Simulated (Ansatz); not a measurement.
Run on SnSe (begun as wurtzite type, now flat h-MgO): DFT, PBE, PAW with Ansatz's default frozen-core files, scalar-relativistic (Ansatz 0.2.0). This run: volume at 0.94 of the series' base cell.

The cell comes from a relaxation on PAW files under the same functional, begun from a prototype that needn't be the stable phase.

Command: `ansatz run input.yaml --threads 1 --pin off --max-ram 3072MiB --backend cpu --events-out ev --progress --plain --runs-dir out` It took 9.3 s on 1 thread of Intel(R) Xeon(R) 6975P-C (Granite Rapids), on a shared host, peak memory 0.48 GiB.

```yaml
crystal:
  lattice:
    - [5.0212855458, 0.0, 0.0]
    - [-2.5106427729, 4.3485608423, 0.0]
    - [0.0, 0.0, 5.9901294026]
  atoms:
    - { symbol: Sn, position: [0.3333333333, 0.6666666667, -0.0620987215] }
    - { symbol: Sn, position: [0.6666666667, 0.3333333333, 0.4379012785] }
    - { symbol: Se, position: [0.3333333333, 0.6666666667, 0.4380987215] }
    - { symbol: Se, position: [0.6666666667, 0.3333333333, 0.9380987215] }
kpoints:
  mp_grid: { grid: [9, 9, 5] }
scf:
  occupations: { method: fermi_dirac, width: 0.08 }
hamiltonian:
  xc: pbe
  pseudopotentials: { kind: paw }
output:
  forces: true
  stress: true
  eigenvalues: true
  populations: true
```

Output:

```
Engine: ansatz 0.2.0
Pseudopotentials: kind: paw
Pseudopotential: Sn, paw, valence charge 14, recommended cutoff 420 eV (normal), Sn.paw.azcp
Pseudopotential: Se, paw, valence charge 16, recommended cutoff 420 eV (normal), Se.paw.azcp
Functional definition: PBE
  parameter kappa = 0.804
  parameter beta = 0.06672455060314922
  exchange = pbe_x(kappa = kappa, mu = beta*pi^2/3)
  correlation = pbe_c(beta = beta)
Crystal: 4 atoms, lattice volume = 130.797 Å³
Basis set: ecut = 420 eV, 2583 PW (Γ), exchange–correlation on 72×72×90 points (8 copies of the dense FFT grid, shifted against one another)
Bands: 36, of which v1, the nominal top of the filled ones, is band 30 counted from 1 (29 counted from 0)
Symmetry: 12 space group operations
Space group: P63mc (ITA 186), of the structure as read, at distance tolerance 5.1e-5 Å
k-points: 36 of 405 (time reversal used)
Non-local potential: Sn, projectors of the file, l = 0: 2, l = 1: 2, l = 2: 2, l = 3: 2
Non-local potential: Se, projectors of the file, l = 0: 2, l = 1: 2, l = 2: 3, l = 3: 1
PAW form: soft (Blöchl's): semilocal exchange-correlation on the pseudo side does not see the compensation charge
PAW one-centre angular grid: Sn, 590 points (default); XC on 64 Gauss nodes
PAW one-centre angular grid: Se, 590 points (default); XC on 64 Gauss nodes
Initial density: superposition of atomic densities (neutral atoms: chi_scale 0, normalization atom), corrected by the library's trained network
Initial wavefunctions: pseudopotential atomic-orbital guess
Functional: x = pbe(κ = 0.804, μ = 0.2195149727645171), c = pbe(β = 0.06672455060314922)
SCF iter   1: F=—  HF=-22987.887608 eV  |F-HF|=—  |Δ(HF+E_count)|=         —  Δρ=1.79e-3  dr2=9.25e-3  ethr=1.77e-3  ⟨swp⟩=7.1  Hψ=5363  notcnv=0
preconditioner: auto → Resta (q_TF=auto, 2.396 Å⁻¹)  ε∞=2.6  [insulator: Δε(μ)=0.894 eV  Ē_g=16.419 eV  σ=0.080 eV  W_gap=0.99  n_scr=22 (ndim 8)  ℏωp=20.5 eV  f_vac=0.158  D(μ)=0.01/eV (n_scr^D=0)  ε∞_Penn≈2.6]
SCF iter   2: F=—  HF=-22987.885564 eV  |F-HF|=—  |Δ(HF+E_count)|=   2.04e-3  Δρ=8.19e-4  dr2=1.76e-3  ethr=1.54e-5  ⟨swp⟩=3.0  Hψ=2730  notcnv=0
SCF iter   3: F=—  HF=-22987.886170 eV  |F-HF|=—  |Δ(HF+E_count)|=   6.06e-4  Δρ=3.47e-4  dr2=4.47e-4  ethr=2.94e-6  ⟨swp⟩=2.0  Hψ=2334  notcnv=0
SCF iter   4: F=—  HF=-22987.886433 eV  |F-HF|=—  |Δ(HF+E_count)|=   2.62e-4  Δρ=1.33e-4  dr2=6.33e-5  ethr=7.45e-7  ⟨swp⟩=2.0  Hψ=1597  notcnv=0
SCF iter   5: F=—  HF=-22987.886506 eV  |F-HF|=—  |Δ(HF+E_count)|=   7.36e-5  Δρ=3.72e-5  dr2=2.17e-6  ethr=1.05e-7  ⟨swp⟩=2.0  Hψ=1666  notcnv=0
SCF iter   6: F=—  HF=-22987.886515 eV  |F-HF|=—  |Δ(HF+E_count)|=   8.88e-6  Δρ=1.65e-5  dr2=4.13e-7  ethr=3.62e-9  ⟨swp⟩=2.4  Hψ=2451  notcnv=0
SCF iter   7: F=-22987.886518 eV  HF=-22987.886518 eV  |F-HF|=1.73e-7  |Δ(HF+E_count)|=   2.47e-6  Δρ=2.91e-6  dr2=1.15e-8  ethr=1.67e-10  ⟨swp⟩=7.6  Hψ=6104  notcnv=0
SCF 1 converged in 7 iterations: F = -22987.886518 eV  dr2 = 1.15e-8
  greatest PAW one-centre occupation: 1.000 electrons in one spin orbital (limit 2), on the Se atom at site 3 (counted from 0), in its partial waves of l = 2
SCF converged after 7 iterations
Free energy (F): -22987.886518 eV
Harris-Foulkes:  -22987.886518 eV  (|F-HF|=1.73e-7)
Internal energy: -22987.885890 eV  (E = F + TS)
E sigma→0 (E₀):  -22987.886204 eV
Entropy (-TS):   -0.000628 eV (-0.157 meV/atom)
Fermi energy:    7.417895 eV
--- Per-component energies (eV) ---
  E_band       = -1078.177282
  E_kinetic    = 607.261488
  E_local      = -7835.063731  (includes V_loc(G=0)·N_el)
  E_nonlocal   = -1257.336894
  E_hartree    = 4028.203158
  E_xc         = -975.340498
  E_vxc        = -389.668761  (∫ρ·V_xc dr)
  E_paw        = -12087.225728  (= ΣΔE_a)
  E_vpaw       = -259.771988  (= ΣTr[D̂ρ^β])
  E_aug_tail   = -0.001137  (compensation charges beyond the density's cutoff)
  E_ewald      = -5468.382548
  E_smearing   = -0.000628  (= −TS)
  E_closure    = 0.000000  (closes the sum)
  Σ components = -22987.886518   (vs F -22987.886518, Δ=0.00e0)
--- Forces (eV/Å), atoms counted from 1 ---
  atom   1  Sn     0.00000000    -0.00000000     0.00013661
  atom   2  Sn     0.00000000     0.00000000     0.00013661
  atom   3  Se    -0.00000000    -0.00000000    -0.00013682
  atom   4  Se     0.00000000     0.00000000    -0.00013682
  max |Σ_I F_I| component: 4.11e-7 eV/Å
--- Stress (GPa, compression-positive) ---
        2.134969       0.000000       0.000000
        0.000000       2.134969      -0.000000
        0.000000      -0.000000       2.135779
  P = ⅓ Tr σ = 2.1352 GPa (21.352 kbar)
--- Band table (eV; the first three rows and the last of 36) ---
  k-point 0: bands = ["-40.6566", "-40.6566", "-40.6565", "-40.6565", "-40.6493", "-40.6493", "-40.6492", "-40.6492", "-40.6489", "-40.6489", "-14.6728", "-14.6650", "-14.6650", "-14.6644", "-14.6644", "-14.6533", "-14.6533", "-14.6449", "-14.6365", "-14.6365", "-6.7237", "-5.5773", "1.0625", "1.7511", "1.9850", "3.2827", "3.2827", "4.6498", "4.6498", "4.7122", "8.1122", "8.1122", "9.7573", "9.7573", "11.5658", "11.6253"]
  k-point 1: bands = ["-40.6566", "-40.6566", "-40.6565", "-40.6565", "-40.6493", "-40.6493", "-40.6492", "-40.6492", "-40.6489", "-40.6489", "-14.6693", "-14.6658", "-14.6658", "-14.6656", "-14.6656", "-14.6504", "-14.6504", "-14.6467", "-14.6375", "-14.6375", "-6.6331", "-5.7086", "0.5911", "1.5041", "2.8186", "3.3981", "3.3981", "4.5079", "4.5079", "5.4717", "8.1285", "8.1285", "9.4372", "9.4372", "10.0516", "11.8031"]
  k-point 2: bands = ["-40.6565", "-40.6565", "-40.6565", "-40.6565", "-40.6493", "-40.6493", "-40.6492", "-40.6492", "-40.6489", "-40.6489", "-14.6672", "-14.6672", "-14.6668", "-14.6668", "-14.6609", "-14.6523", "-14.6451", "-14.6451", "-14.6404", "-14.6404", "-6.3793", "-6.0281", "0.4601", "0.8193", "3.7158", "3.7158", "4.1413", "4.1413", "4.6079", "6.2222", "8.3330", "8.3330", "8.5785", "8.8230", "8.8230", "9.9758"]
  k-point 35: bands = ["-40.6566", "-40.6565", "-40.6565", "-40.6565", "-40.6493", "-40.6492", "-40.6492", "-40.6492", "-40.6489", "-40.6489", "-14.6685", "-14.6685", "-14.6627", "-14.6611", "-14.6540", "-14.6540", "-14.6482", "-14.6431", "-14.6431", "-14.6415", "-5.9017", "-5.9017", "-0.8077", "-0.8077", "2.5670", "3.1091", "4.9352", "4.9352", "7.0479", "7.0479", "8.1609", "8.1609", "9.0881", "9.0881", "10.7994", "10.8547"]
--- Löwdin populations: 4 sites ---
  site symbol       q [e]
     0     Sn     13.6232
     1     Sn     13.6232
     2     Se     16.3167
     3     Se     16.3167
  spilling = 0.002002 (of n_electrons = 60.000000)
```

populations.tsv:

```
# site	symbol	l	j	q
# orbitals = lowdin
# n_electrons = 60.000000
# spilling = 0.002002
0	Sn	0_5S	-	1.886699
0	Sn	1_5P	-	1.738603
0	Sn	2_4D	-	9.997947
1	Sn	0_5S	-	1.886699
1	Sn	1_5P	-	1.738603
1	Sn	2_4D	-	9.997947
2	Se	0_4S	-	1.834227
2	Se	1_4P	-	4.482616
2	Se	2_3D	-	9.999852
3	Se	0_4S	-	1.834227
3	Se	1_4P	-	4.482616
3	Se	2_3D	-	9.999852
```

Next run (shape and atoms relaxed at 0.88 of the base cell's volume), as changes to the input before:

```diff
   lattice:
-    - [5.0212855458, 0.0, 0.0]
-    - [-2.5106427729, 4.3485608423, 0.0]
-    - [0.0, 0.0, 5.9901294026]
+    - [4.8997673498, 0.0, 0.0]
+    - [-2.4498836749, 4.2433229976, 0.0]
+    - [0.0, 0.0, 5.8893849531]
   atoms:
-    - { symbol: Sn, position: [0.3333333333, 0.6666666667, -0.0620987215] }
-    - { symbol: Sn, position: [0.6666666667, 0.3333333333, 0.4379012785] }
-    - { symbol: Se, position: [0.3333333333, 0.6666666667, 0.4380987215] }
-    - { symbol: Se, position: [0.6666666667, 0.3333333333, 0.9380987215] }
+    - { symbol: Sn, position: [0.3333333333, 0.6666666667, -0.0458466306] }
+    - { symbol: Sn, position: [0.6666666667, 0.3333333333, 0.4541533694] }
+    - { symbol: Se, position: [0.3333333333, 0.6666666667, 0.4218466306] }
+    - { symbol: Se, position: [0.6666666667, 0.3333333333, 0.9218466306] }
 kpoints:
   stress: true
-  eigenvalues: true
-  populations: true
+relax:
+  f_tol: 0.005
+  max_steps: 30
+  cell: { stress_tol: 0.06, fix: [volume] }
```

Results part of the output:

```
basis re-selected at this cell: Δ(F+E_penalty+E_count) = -7.842e-6 eV, ΔP = -0.001 GPa vs the last step (what re-selecting the basis moved, of the pressure what is left beyond the Pulay correction that the steps carried, after the strain that the cell walked since its last selection, with what the two solves' SCF thresholds leave and, on support functions, any second-order correction that the steps lacked; it is no measure of the basis error at this ecutwfc). This SCF's stress stands 5.59e-2 GPa from its target on what of the cell is left free (relax.cell.stress_tol is 6.00e-2 GPa) and its largest allowed force component is 4.66e-3 eV/Å (relax.f_tol is 5.00e-3 eV/Å): within both
SCF converged after 6 iterations
Free energy (F): -22987.690168 eV
Harris-Foulkes:  -22987.690168 eV  (|F-HF|=2.76e-10)
Internal energy: -22987.688653 eV  (E = F + TS)
E sigma→0 (E₀):  -22987.689410 eV
Entropy (-TS):   -0.001515 eV (-0.379 meV/atom)
Fermi energy:    8.281372 eV
--- Per-component energies (eV) ---
  E_band       = -1035.289443
  E_kinetic    = 610.778220
  E_local      = -7633.881250  (includes V_loc(G=0)·N_el)
  E_nonlocal   = -1257.226382
  E_hartree    = 3948.377997
  E_xc         = -976.918332
  E_vxc        = -391.830726  (∫ρ·V_xc dr)
  E_paw        = -12087.362355  (= ΣΔE_a)
  E_vpaw       = -259.884210  (= ΣTr[D̂ρ^β])
  E_aug_tail   = -0.001205  (compensation charges beyond the density's cutoff)
  E_ewald      = -5591.455346
  E_smearing   = -0.001515  (= −TS)
  E_closure    = -0.000000  (closes the sum)
  Σ components = -22987.690168   (vs F -22987.690168, Δ=0.00e0)
--- Forces (eV/Å), atoms counted from 1 ---
  atom   1  Sn     0.00000000     0.00000000    -0.00466075
  atom   2  Sn     0.00000000    -0.00000000    -0.00466075
  atom   3  Se    -0.00000000     0.00000000     0.00466082
  atom   4  Se     0.00000000    -0.00000000     0.00466082
  max |Σ_I F_I| component: 1.39e-7 eV/Å
--- Stress (GPa, compression-positive) ---
        5.606892       0.000000      -0.000000
        0.000000       5.606892       0.000000
       -0.000000       0.000000       5.522969
  P = ⅓ Tr σ = 5.5789 GPa (55.789 kbar)
--- Relaxed structure (3 steps of the walk, 3 accepted, 1 SCFs on fresh bases) ---
  F+E_penalty+E_count = -22987.69016777 eV   max|allowed force component| = 4.661e-3 eV/Å   (the final SCF, on the basis selected at the relaxed cell)
  cell:  # Å, volume = 122.4479 Å³
    - [4.907058379704995, 4.395427353018113e-52, -1.9581424864391075e-18]
    - [-2.4535291898524973, 4.249637214677831, 9.790712432195541e-19]
    - [-2.3536331569043077e-18, 6.114887724724204e-34, 5.871896764480903]
  atoms:
    - { symbol: Sn, position: [0.33333333333333326, 0.6666666666666665, -0.06147277933759676] }
    - { symbol: Sn, position: [0.6666666666666666, 0.33333333333333326, 0.4385272206624032] }
    - { symbol: Se, position: [0.33333333333333326, 0.6666666666666665, 0.4374727793375967] }
    - { symbol: Se, position: [0.6666666666666666, 0.33333333333333326, 0.9374727793375968] }
```

Next run (volume at 0.88 of the series' base cell), as changes to the input before:

```diff
   lattice:
-    - [4.8997673498, 0.0, 0.0]
-    - [-2.4498836749, 4.2433229976, 0.0]
-    - [0.0, 0.0, 5.8893849531]
+    - [4.9070583797, 0.0, 0.0]
+    - [-2.4535291898, 4.2496372147, 0.0]
+    - [0.0, 0.0, 5.8718967645]
   atoms:
-    - { symbol: Sn, position: [0.3333333333, 0.6666666667, -0.0458466306] }
-    - { symbol: Sn, position: [0.6666666667, 0.3333333333, 0.4541533694] }
-    - { symbol: Se, position: [0.3333333333, 0.6666666667, 0.4218466306] }
-    - { symbol: Se, position: [0.6666666667, 0.3333333333, 0.9218466306] }
+    - { symbol: Sn, position: [0.3333333333, 0.6666666667, -0.0614727793] }
+    - { symbol: Sn, position: [0.6666666667, 0.3333333333, 0.4385272207] }
+    - { symbol: Se, position: [0.3333333333, 0.6666666667, 0.4374727793] }
+    - { symbol: Se, position: [0.6666666667, 0.3333333333, 0.9374727793] }
 kpoints:
   stress: true
-relax:
-  f_tol: 0.005
-  max_steps: 30
-  cell: { stress_tol: 0.06, fix: [volume] }
+  eigenvalues: true
+  populations: true
```

Results part of the output:

```
SCF 1 converged in 7 iterations: F = -22987.690168 eV  dr2 = 1.67e-8
  greatest PAW one-centre occupation: 1.000 electrons in one spin orbital (limit 2), on the Se atom at site 3 (counted from 0), in its partial waves of l = 2
SCF converged after 7 iterations
Free energy (F): -22987.690168 eV
Harris-Foulkes:  -22987.690168 eV  (|F-HF|=2.19e-7)
Internal energy: -22987.688652 eV  (E = F + TS)
E sigma→0 (E₀):  -22987.689410 eV
Entropy (-TS):   -0.001515 eV (-0.379 meV/atom)
Fermi energy:    8.281304 eV
--- Per-component energies (eV) ---
  E_band       = -1035.294516
  E_kinetic    = 610.777912
  E_local      = -7633.881748  (includes V_loc(G=0)·N_el)
  E_nonlocal   = -1257.227318
  E_hartree    = 3948.378604
  E_xc         = -976.918273
  E_vxc        = -391.830628  (∫ρ·V_xc dr)
  E_paw        = -12087.361278  (= ΣΔE_a)
  E_vpaw       = -259.885803  (= ΣTr[D̂ρ^β])
  E_aug_tail   = -0.001205  (compensation charges beyond the density's cutoff)
  E_ewald      = -5591.455346
  E_smearing   = -0.001515  (= −TS)
  E_closure    = 0.000000  (closes the sum)
  Σ components = -22987.690168   (vs F -22987.690168, Δ=0.00e0)
--- Forces (eV/Å), atoms counted from 1 ---
  atom   1  Sn    -0.00000000     0.00000000    -0.00466050
  atom   2  Sn     0.00000000    -0.00000000    -0.00466050
  atom   3  Se    -0.00000000     0.00000000     0.00466059
  atom   4  Se     0.00000000    -0.00000000     0.00466059
  max |Σ_I F_I| component: 1.81e-7 eV/Å
--- Stress (GPa, compression-positive) ---
        5.607006      -0.000000       0.000000
       -0.000000       5.607006       0.000000
        0.000000       0.000000       5.522952
  P = ⅓ Tr σ = 5.5790 GPa (55.790 kbar)
--- Band table (eV; the first three rows and the last of 36) ---
  k-point 0: bands = ["-39.9791", "-39.9791", "-39.9791", "-39.9791", "-39.9702", "-39.9702", "-39.9700", "-39.9700", "-39.9699", "-39.9698", "-13.8470", "-13.8311", "-13.8311", "-13.8305", "-13.8305", "-13.8147", "-13.8147", "-13.8075", "-13.7928", "-13.7928", "-6.3071", "-4.9610", "1.9064", "2.1645", "3.0428", "3.8241", "3.8241", "5.2936", "5.2936", "5.3841", "8.8707", "8.8707", "10.6635", "10.6635", "12.4192", "12.6508"]
  k-point 1: bands = ["-39.9791", "-39.9791", "-39.9791", "-39.9791", "-39.9702", "-39.9702", "-39.9700", "-39.9700", "-39.9699", "-39.9698", "-13.8420", "-13.8322", "-13.8322", "-13.8320", "-13.8320", "-13.8110", "-13.8110", "-13.8100", "-13.7941", "-13.7941", "-6.2051", "-5.1227", "1.2907", "2.4379", "3.4324", "3.9477", "3.9477", "5.1410", "5.1410", "6.2784", "8.8828", "8.8828", "10.3036", "10.3036", "11.0141", "12.6032"]
  k-point 2: bands = ["-39.9791", "-39.9791", "-39.9791", "-39.9791", "-39.9702", "-39.9702", "-39.9701", "-39.9701", "-39.9698", "-39.9698", "-13.8340", "-13.8340", "-13.8336", "-13.8336", "-13.8301", "-13.8179", "-13.8041", "-13.8041", "-13.7979", "-13.7979", "-5.9161", "-5.5068", "1.2006", "1.6373", "4.2886", "4.2886", "4.7461", "4.7461", "5.3275", "7.0864", "9.0982", "9.0982", "9.4890", "9.6281", "9.6281", "11.0194"]
  k-point 35: bands = ["-39.9791", "-39.9791", "-39.9791", "-39.9791", "-39.9702", "-39.9701", "-39.9701", "-39.9701", "-39.9698", "-39.9698", "-13.8367", "-13.8367", "-13.8277", "-13.8256", "-13.8189", "-13.8189", "-13.8083", "-13.8023", "-13.8023", "-13.7993", "-5.3471", "-5.3471", "-0.2640", "-0.2640", "3.0226", "3.6044", "5.6044", "5.6044", "8.0029", "8.0029", "9.0782", "9.0782", "10.0182", "10.0182", "11.6527", "11.6843"]
--- Löwdin populations: 4 sites ---
  site symbol       q [e]
     0     Sn     13.6459
     1     Sn     13.6459
     2     Se     16.2870
     3     Se     16.2870
  spilling = 0.002238 (of n_electrons = 60.000000)
```

Next run (shape and atoms relaxed at 0.8 of the base cell's volume), as changes to the input before:

```diff
   lattice:
-    - [4.9070583797, 0.0, 0.0]
-    - [-2.4535291898, 4.2496372147, 0.0]
-    - [0.0, 0.0, 5.8718967645]
+    - [4.7465482251, 0.0, 0.0]
+    - [-2.3732741125, 4.1106313432, 0.0]
+    - [0.0, 0.0, 5.7052197992]
   atoms:
-    - { symbol: Sn, position: [0.3333333333, 0.6666666667, -0.0614727793] }
-    - { symbol: Sn, position: [0.6666666667, 0.3333333333, 0.4385272207] }
-    - { symbol: Se, position: [0.3333333333, 0.6666666667, 0.4374727793] }
-    - { symbol: Se, position: [0.6666666667, 0.3333333333, 0.9374727793] }
+    - { symbol: Sn, position: [0.3333333333, 0.6666666667, -0.0458466306] }
+    - { symbol: Sn, position: [0.6666666667, 0.3333333333, 0.4541533694] }
+    - { symbol: Se, position: [0.3333333333, 0.6666666667, 0.4218466306] }
+    - { symbol: Se, position: [0.6666666667, 0.3333333333, 0.9218466306] }
 kpoints:
   stress: true
-  eigenvalues: true
-  populations: true
+relax:
+  f_tol: 0.005
+  max_steps: 30
+  cell: { stress_tol: 0.11, fix: [volume] }
```

Results part of the output:

```
basis re-selected at this cell: Δ(F+E_penalty+E_count) = +7.745e-6 eV, ΔP = -0.001 GPa vs the last step (what re-selecting the basis moved, of the pressure what is left beyond the Pulay correction that the steps carried, after the strain that the cell walked since its last selection, with what the two solves' SCF thresholds leave and, on support functions, any second-order correction that the steps lacked; it is no measure of the basis error at this ecutwfc). This SCF's stress stands 4.55e-2 GPa from its target on what of the cell is left free (relax.cell.stress_tol is 1.10e-1 GPa) and its largest allowed force component is 1.72e-3 eV/Å (relax.f_tol is 5.00e-3 eV/Å): within both
SCF converged after 4 iterations
Free energy (F): -22987.087194 eV
Harris-Foulkes:  -22987.087194 eV  (|F-HF|=5.28e-9)
Internal energy: -22987.081068 eV  (E = F + TS)
E sigma→0 (E₀):  -22987.084131 eV
Entropy (-TS):   -0.006126 eV (-1.531 meV/atom)
Fermi energy:    9.592725 eV
--- Per-component energies (eV) ---
  E_band       = -969.436262
  E_kinetic    = 616.466743
  E_local      = -7339.529712  (includes V_loc(G=0)·N_el)
  E_nonlocal   = -1256.957723
  E_hartree    = 3833.017757
  E_xc         = -979.328333
  E_vxc        = -395.144101  (∫ρ·V_xc dr)
  E_paw        = -12087.733719  (= ΣΔE_a)
  E_vpaw       = -260.305839  (= ΣTr[D̂ρ^β])
  E_aug_tail   = -0.001208  (compensation charges beyond the density's cutoff)
  E_ewald      = -5773.014873
  E_smearing   = -0.006126  (= −TS)
  E_closure    = 0.000000  (closes the sum)
  Σ components = -22987.087194   (vs F -22987.087194, Δ=0.00e0)
--- Forces (eV/Å), atoms counted from 1 ---
  atom   1  Sn     0.00000000     0.00000000    -0.00171870
  atom   2  Sn    -0.00000000     0.00000000    -0.00171870
  atom   3  Se     0.00000000     0.00000000     0.00171875
  atom   4  Se     0.00000000    -0.00000000     0.00171875
  max |Σ_I F_I| component: 1.13e-7 eV/Å
--- Stress (GPa, compression-positive) ---
       12.222967      -0.000000      -0.000000
       -0.000000      12.222967      -0.000000
       -0.000000      -0.000000      12.291153
  P = ⅓ Tr σ = 12.2457 GPa (122.457 kbar)
--- Relaxed structure (4 steps of the walk, 3 accepted, 1 SCFs on fresh bases) ---
  F+E_penalty+E_count = -22987.08719361 eV   max|allowed force component| = 1.719e-3 eV/Å   (the final SCF, on the basis selected at the relaxed cell)
  cell:  # Å, volume = 111.3163 Å³
    - [4.750264523187321, -2.8890233175288518e-11, -4.391658812522581e-35]
    - [-2.375132261568641, 4.113849751790639, -1.8374010344856454e-36]
    - [-5.278652532425761e-35, -3.302647682734873e-35, 5.696296505031692]
  atoms:
    - { symbol: Sn, position: [0.3333333333333333, 0.6666666666666666, -0.06191913997700737] }
    - { symbol: Sn, position: [0.6666666666666667, 0.33333333333333337, 0.43808086002299274] }
    - { symbol: Se, position: [0.3333333333333333, 0.6666666666666666, 0.43791913997700727] }
    - { symbol: Se, position: [0.6666666666666667, 0.33333333333333337, 0.9379191399770076] }
```

Spin–orbit coupling is left out, which matters for the heavy atoms.
